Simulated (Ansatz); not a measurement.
W under pressure: fit and missing row

W, Im-3m, a = 3.184 Å. Ansatz: PBE, PAW, 420 eV, Γ-centred 18×18×18 mesh on 1 atom, Gaussian smearing 0.10 eV; no spin polarisation. Cell and atoms are relaxed at each pressure, and no other structure is tried, so the rows at high pressure may lie past a change of phase.

```tsv
V (Å³/atom)	P (GPa)
?	59.99
14.854	30.00
15.429	15.00
15.737	8.00
15.978	3.00
16.133	0.00
16.296	-3.00
```

Task: Take V0 = 16.133 Å³/atom, fit the third-order Birch–Murnaghan form to the other rows, and predict the missing volume.

Result: With the Eulerian strain f = ½[(V0/V)^(2/3) − 1] and y = P/[3f(1 + 2f)^(5/2)], the form is the line y = B0 + 1.5 B0 (B0′ − 4) f. Rows (f, y): 0.02830, 307.9; 0.01510, 307.4; 0.00835, 306.4; 0.00323, 304.7; -0.00334, 304.5. Means f = 0.01033, y = 306.18; Σ(Δf)² = 0.0005869, ΣΔfΔy = 0.06977; the slope is their ratio. y = 305.0 + 118.9 f GPa, so B0 = 305.0 GPa and B0′ = 4 + 2 × (118.9)/(3 × 305.0) = 4.26. P = 59.99 GPa is met at f = 0.05054 (y = 311.01), so V = V0 (1 + 2f)^(−3/2) = 13.963 Å³/atom. The run gave 13.939 Å³/atom, so the fit is 0.024 Å³/atom too high, 1 % of the span of the series, against an rms of 0.001 Å³/atom on the fitted rows. The row lies outside the fitted range. The points of y bend away from a line: a fourth-order term fitted to them gives P = 60.21 GPa at this row's volume (the line 60.94, the run 59.99). Also, this row ran on the mesh 20×20×20, its neighbour on 18×18×18, which can shift it a little.

The mesh isn't the same in all rows (18×18×18, 20×20×20). Spin–orbit coupling is left out, which can shift energies with elements as heavy as these.